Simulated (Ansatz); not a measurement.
Born–Oppenheimer molecular dynamics of a periodic cell of 40 atoms, H₂CO (packed as 10 H2CO, density as packed 0.74 g/cm³ with natural masses). It starts from a partly relaxed structure (largest force component 0.76 eV/Å).

Computed with Ansatz 0.2.0, DFT PBE-D3(BJ), scalar-relativistic, plane waves, PAW. Settings: cutoff 420 eV, k mesh 1x1x1, fermi-dirac smearing 0.05 eV, no spin polarisation.

- ensemble: NVT, Langevin thermostat
- time step: 0.5 fs
- steps asked: 300
- set temperature: 700 K
- friction: 0.02 /fs
- seed: 983286

Frames 1 fs apart, positions in Å, forces in eV/Å.

Velocities at 135.0 fs (Å/ps):

```
O 6.07 1.35 -5.50
C -6.60 2.68 -15.79
H -6.28 -3.08 51.11
H 1.24 20.10 0.86
O 4.34 -12.09 2.51
C 4.87 -2.58 -3.26
H 15.32 28.54 -11.71
H 32.88 16.48 -34.87
O 1.53 -7.51 -11.27
C -3.32 6.35 9.43
H 0.87 -6.05 -62.40
H -9.18 7.14 -11.72
O 5.62 -9.51 -10.81
C 4.73 4.65 -13.73
H 8.08 -27.89 -7.41
H 3.61 22.42 -11.74
O -4.30 -5.41 5.24
C 2.50 8.57 -2.14
H 0.26 40.20 6.24
H -12.34 41.77 -3.56
O -11.40 7.99 -12.69
C -1.79 -4.53 -9.21
H 5.39 -1.31 -14.99
H 14.61 33.32 -11.29
O -4.64 -4.14 9.71
C 0.54 -5.12 1.12
H -14.55 -18.33 22.16
H -9.68 12.31 -5.63
O 0.10 2.19 -4.08
C -2.32 -3.61 -9.20
H 15.89 0.17 -1.37
H -19.06 40.21 27.45
O -1.90 6.96 -9.06
C 4.03 -4.32 -7.70
H -23.75 10.57 -13.38
H -18.69 -5.16 1.52
O 0.40 3.31 0.44
C -10.91 3.82 7.10
H -21.45 -10.34 36.68
H 19.46 -15.07 -0.98
```

```xyz
40
Lattice="8.7547 0.0000 0.0000 0.0000 8.7547 0.0000 0.0000 0.0000 8.7547" Properties=species:S:1:pos:R:3:forces:R:3 time_fs=135.0 energy_less_start_eV=2.669 T=644
O 4.564 5.523 6.706 -5.29 3.03 7.30
C 5.186 5.209 5.838 5.97 -4.11 -8.49
H 5.605 5.853 4.979 -0.37 0.13 0.69
H 5.494 4.079 5.614 -0.33 0.99 0.45
O 1.190 7.765 4.275 -0.05 0.34 -0.80
C 1.915 7.692 5.235 0.30 0.74 0.71
H 1.803 8.395 6.074 -0.19 0.33 0.44
H 2.770 7.033 5.376 0.26 -0.81 -0.35
O 6.324 7.783 1.411 -0.26 -0.27 0.25
C 7.218 8.480 1.835 -0.29 -0.81 0.83
H 7.552 8.529 2.907 -0.33 -0.17 -0.31
H 7.779 9.092 1.156 0.75 0.90 -0.75
O 4.741 4.112 2.220 0.34 -0.24 1.36
C 4.105 4.940 1.627 0.51 -2.43 -4.00
H 3.817 5.892 1.893 -0.73 2.69 1.83
H 3.864 4.743 0.516 -0.01 0.10 0.88
O 7.795 6.101 7.288 -1.27 -1.07 -0.81
C 8.571 6.485 8.100 0.76 0.78 1.57
H 8.624 6.174 9.207 -0.18 -0.19 -0.87
H 9.262 7.290 7.823 0.71 0.42 0.06
O 2.075 2.948 0.449 2.38 1.92 1.61
C 1.172 2.193 0.406 -2.02 -1.00 -3.41
H 0.445 1.905 1.157 0.02 -0.12 1.14
H 0.922 1.883 -0.663 -0.33 -0.70 0.41
O 8.613 1.742 3.157 1.97 0.65 0.03
C 9.521 1.769 3.991 -3.00 -0.19 1.00
H 10.492 2.247 4.091 0.81 0.41 -1.41
H 9.209 1.409 4.975 0.16 -0.50 0.76
O 3.540 0.336 8.226 -0.01 -0.48 0.12
C 4.597 0.216 7.648 1.77 1.27 1.80
H 4.653 0.270 6.569 0.11 -0.40 -1.01
H 5.663 0.277 8.241 -1.95 -0.46 -1.02
O 4.239 0.193 4.037 0.01 0.53 1.15
C 4.461 1.236 3.454 -0.17 -1.64 -2.88
H 4.600 1.033 2.281 0.05 1.39 1.68
H 4.453 2.271 3.875 0.12 -0.24 0.04
O 1.037 5.061 4.763 -0.06 0.05 1.02
C 0.358 5.455 3.851 -0.28 0.14 -1.26
H 0.444 4.889 2.902 -0.35 -0.04 -0.46
H -0.316 6.384 3.783 0.47 -0.93 0.69
40
Lattice="8.7547 0.0000 0.0000 0.0000 8.7547 0.0000 0.0000 0.0000 8.7547" Properties=species:S:1:pos:R:3:forces:R:3 time_fs=136.0 energy_less_start_eV=2.671 T=641
O 4.568 5.526 6.703 -5.00 2.79 6.92
C 5.181 5.209 5.820 5.15 -4.15 -6.73
H 5.594 5.850 5.032 0.12 0.85 -0.47
H 5.492 4.104 5.615 -0.29 0.55 0.25
O 1.194 7.754 4.278 -0.38 0.39 -1.04
C 1.919 7.689 5.232 0.89 0.91 1.03
H 1.817 8.425 6.064 -0.12 -0.08 0.20
H 2.806 7.045 5.337 -0.08 -0.57 -0.19
O 6.326 7.776 1.400 0.17 0.09 0.70
C 7.215 8.484 1.846 -0.95 -0.93 -2.11
H 7.549 8.525 2.848 0.21 -0.12 1.78
H 7.773 9.100 1.141 0.46 0.64 -0.34
O 4.747 4.101 2.209 -0.11 0.33 0.82
C 4.110 4.943 1.611 1.09 -3.47 -3.55
H 3.821 5.875 1.895 -0.90 3.22 2.03
H 3.868 4.763 0.505 0.03 0.01 0.76
O 7.792 6.095 7.294 -0.85 -0.93 -0.51
C 8.573 6.495 8.100 0.64 1.22 1.19
H 8.622 6.213 9.211 -0.14 -0.30 -0.84
H 9.256 7.332 7.821 0.37 -0.05 0.10
O 2.064 2.955 0.437 2.44 1.98 1.73
C 1.170 2.189 0.395 -1.86 -0.75 -3.36
H 0.451 1.899 1.150 -0.03 -0.21 1.12
H 0.936 1.909 -0.677 -0.50 -0.91 0.29
O 8.610 1.738 3.167 1.77 0.64 -0.34
C 9.520 1.764 3.994 -2.99 -0.17 1.06
H 10.485 2.231 4.108 1.12 0.56 -1.50
H 9.204 1.420 4.970 0.05 -0.67 1.13
O 3.541 0.338 8.222 -0.19 -0.55 -0.05
C 4.595 0.214 7.641 1.77 1.55 2.04
H 4.670 0.269 6.561 0.04 -0.47 -0.95
H 5.634 0.315 8.259 -1.72 -0.61 -1.14
O 4.238 0.201 4.027 0.00 -0.21 1.41
C 4.465 1.232 3.445 -0.44 -0.76 -2.85
H 4.574 1.053 2.279 0.21 1.24 1.46
H 4.433 2.262 3.879 0.24 -0.23 -0.03
O 1.038 5.064 4.765 -0.13 0.14 1.03
C 0.347 5.460 3.858 0.38 -0.54 -0.81
H 0.423 4.878 2.938 -0.39 -0.29 -0.94
H -0.290 6.367 3.784 -0.08 -0.15 0.69
40
Lattice="8.7547 0.0000 0.0000 0.0000 8.7547 0.0000 0.0000 0.0000 8.7547" Properties=species:S:1:pos:R:3:forces:R:3 time_fs=137.0 energy_less_start_eV=2.583 T=664
O 4.570 5.529 6.704 -4.00 2.16 5.46
C 5.178 5.206 5.797 3.31 -3.77 -3.60
H 5.581 5.853 5.082 0.80 1.83 -1.86
H 5.484 4.135 5.620 -0.13 -0.16 -0.03
O 1.198 7.743 4.280 -0.61 0.44 -1.17
C 1.924 7.688 5.229 1.55 0.93 1.25
H 1.825 8.455 6.058 -0.03 -0.51 -0.06
H 2.843 7.048 5.300 -0.60 -0.18 -0.02
O 6.328 7.769 1.389 0.60 0.46 1.10
C 7.213 8.487 1.855 -1.70 -1.06 -4.90
H 7.548 8.517 2.809 0.81 -0.09 3.72
H 7.770 9.110 1.126 0.17 0.38 0.10
O 4.753 4.092 2.199 -0.47 0.82 0.32
C 4.118 4.943 1.594 1.00 -2.62 -2.48
H 3.815 5.892 1.915 -0.50 1.89 1.52
H 3.871 4.774 0.493 0.08 0.00 0.71
O 7.789 6.088 7.301 -0.31 -0.69 -0.13
C 8.579 6.504 8.101 0.36 1.53 0.65
H 8.623 6.249 9.208 -0.10 -0.44 -0.65
H 9.255 7.373 7.828 0.07 -0.46 0.07
O 2.055 2.964 0.426 2.17 1.76 1.71
C 1.167 2.184 0.380 -1.67 -0.45 -2.88
H 0.456 1.888 1.157 0.16 -0.17 0.78
H 0.943 1.922 -0.691 -0.61 -1.02 0.19
O 8.610 1.734 3.178 1.41 0.59 -0.76
C 9.516 1.758 3.998 -2.41 0.07 1.21
H 10.488 2.225 4.114 0.96 0.45 -1.53
H 9.199 1.429 4.971 -0.01 -0.78 1.41
O 3.540 0.340 8.216 -0.43 -0.59 -0.13
C 4.593 0.213 7.636 1.67 1.74 1.68
H 4.687 0.265 6.545 -0.05 -0.53 -0.57
H 5.595 0.347 8.265 -1.27 -0.70 -1.07
O 4.236 0.208 4.019 -0.04 -1.05 1.65
C 4.470 1.225 3.435 -0.65 0.23 -2.54
H 4.554 1.088 2.291 0.37 0.97 0.91
H 4.415 2.247 3.882 0.34 -0.10 -0.03
O 1.040 5.066 4.769 -0.25 0.23 0.95
C 0.338 5.463 3.864 1.11 -1.25 -0.23
H 0.405 4.871 2.969 -0.43 -0.57 -1.40
H -0.265 6.353 3.788 -0.67 0.71 0.66
40
Lattice="8.7547 0.0000 0.0000 0.0000 8.7547 0.0000 0.0000 0.0000 8.7547" Properties=species:S:1:pos:R:3:forces:R:3 time_fs=138.0 energy_less_start_eV=2.439 T=726
O 4.570 5.535 6.707 -2.77 1.36 3.58
C 5.178 5.199 5.771 1.28 -2.31 -0.52
H 5.571 5.873 5.116 1.26 2.41 -2.68
H 5.467 4.172 5.629 0.21 -1.41 -0.41
O 1.202 7.731 4.281 -0.70 0.49 -1.14
C 1.931 7.686 5.227 2.03 0.94 1.25
H 1.842 8.479 6.049 -0.02 -0.78 -0.20
H 2.879 7.053 5.274 -1.02 0.08 0.09
O 6.330 7.762 1.380 0.93 0.80 1.38
C 7.211 8.490 1.860 -1.83 -1.17 -5.43
H 7.558 8.500 2.812 0.80 -0.12 3.62
H 7.765 9.124 1.118 -0.03 0.20 0.44
O 4.759 4.084 2.190 -0.75 1.21 -0.16
C 4.127 4.940 1.573 0.66 -1.10 -0.93
H 3.801 5.932 1.950 0.10 -0.04 0.61
H 3.876 4.781 0.482 0.10 0.01 0.52
O 7.786 6.080 7.309 0.24 -0.39 0.26
C 8.585 6.514 8.103 -0.02 1.71 -0.19
H 8.630 6.281 9.192 -0.07 -0.66 -0.10
H 9.254 7.408 7.839 -0.13 -0.73 -0.04
O 2.047 2.974 0.418 1.66 1.36 1.59
C 1.162 2.179 0.363 -1.22 0.00 -2.01
H 0.468 1.871 1.167 0.34 -0.11 0.39
H 0.946 1.927 -0.694 -0.72 -1.12 -0.17
O 8.610 1.732 3.189 0.90 0.53 -1.22
C 9.509 1.752 4.003 -1.47 0.37 1.65
H 10.498 2.224 4.106 0.50 0.19 -1.50
H 9.194 1.436 4.983 0.03 -0.76 1.39
O 3.540 0.342 8.209 -0.66 -0.61 -0.18
C 4.593 0.213 7.631 1.35 1.81 0.90
H 4.701 0.255 6.521 -0.15 -0.57 0.04
H 5.552 0.376 8.259 -0.62 -0.72 -0.82
O 4.234 0.214 4.011 -0.04 -1.70 1.72
C 4.473 1.222 3.424 -0.86 0.97 -1.81
H 4.539 1.135 2.313 0.51 0.61 -0.01
H 4.399 2.229 3.881 0.42 0.17 0.08
O 1.044 5.069 4.771 -0.41 0.31 0.74
C 0.328 5.466 3.870 1.82 -2.04 0.17
H 0.385 4.865 2.986 -0.48 -0.63 -1.51
H -0.246 6.346 3.804 -1.16 1.45 0.58
40
Lattice="8.7547 0.0000 0.0000 0.0000 8.7547 0.0000 0.0000 0.0000 8.7547" Properties=species:S:1:pos:R:3:forces:R:3 time_fs=139.0 energy_less_start_eV=2.324 T=732
O 4.570 5.542 6.709 -1.58 0.56 1.65
C 5.178 5.190 5.744 -0.12 0.54 1.44
H 5.575 5.913 5.125 1.04 1.79 -2.34
H 5.453 4.199 5.642 0.63 -2.84 -0.76
O 1.204 7.718 4.279 -0.53 0.50 -0.82
C 1.940 7.685 5.226 2.02 1.05 0.83
H 1.856 8.500 6.032 0.00 -0.93 -0.21
H 2.906 7.063 5.253 -1.20 0.15 0.20
O 6.333 7.756 1.373 1.12 1.02 1.48
C 7.208 8.491 1.861 -1.20 -1.17 -4.01
H 7.577 8.477 2.851 0.19 -0.10 1.74
H 7.763 9.145 1.113 -0.24 -0.02 0.78
O 4.764 4.077 2.182 -0.95 1.49 -0.58
C 4.139 4.937 1.552 0.49 -0.06 0.81
H 3.788 5.969 1.986 0.53 -1.32 -0.14
H 3.887 4.792 0.484 0.02 -0.05 -0.04
O 7.784 6.073 7.316 0.68 -0.14 0.55
C 8.591 6.522 8.104 -0.35 1.83 -0.97
H 8.644 6.307 9.174 -0.06 -0.88 0.52
H 9.251 7.436 7.851 -0.24 -0.88 -0.17
O 2.040 2.985 0.410 1.05 0.85 1.36
C 1.156 2.177 0.345 -0.73 0.42 -0.99
H 0.483 1.853 1.182 0.51 -0.01 -0.04
H 0.939 1.923 -0.697 -0.76 -1.13 -0.50
O 8.612 1.730 3.197 0.38 0.43 -1.52
C 9.499 1.744 4.010 -0.44 0.66 2.22
H 10.511 2.223 4.090 -0.07 -0.14 -1.40
H 9.193 1.438 5.009 0.11 -0.64 1.01
O 3.540 0.344 8.202 -0.70 -0.62 -0.26
C 4.597 0.217 7.627 0.29 1.67 -0.20
H 4.710 0.243 6.496 -0.22 -0.57 0.56
H 5.502 0.392 8.235 0.55 -0.57 -0.15
O 4.232 0.220 4.004 -0.02 -2.11 1.60
C 4.474 1.220 3.412 -1.02 1.45 -0.63
H 4.527 1.193 2.338 0.62 0.23 -1.26
H 4.390 2.213 3.879 0.46 0.48 0.26
O 1.048 5.071 4.772 -0.49 0.30 0.60
C 0.322 5.469 3.877 2.16 -2.65 0.10
H 0.365 4.858 2.987 -0.52 -0.43 -1.23
H -0.241 6.344 3.827 -1.41 1.81 0.52
```

Of the whole run (150 fs, mean temperature of the second half 737 K): A run of 0.15 ps of so small a system gives no equilibrium averages. Limits of this set-up: coarse k mesh.

The run took 13 min on 1 thread of INTEL(R) XEON(R) PLATINUM 8581C CPU @ 2.10GHz (Emerald Rapids), with other jobs on the host, peak memory 0.65 GiB.
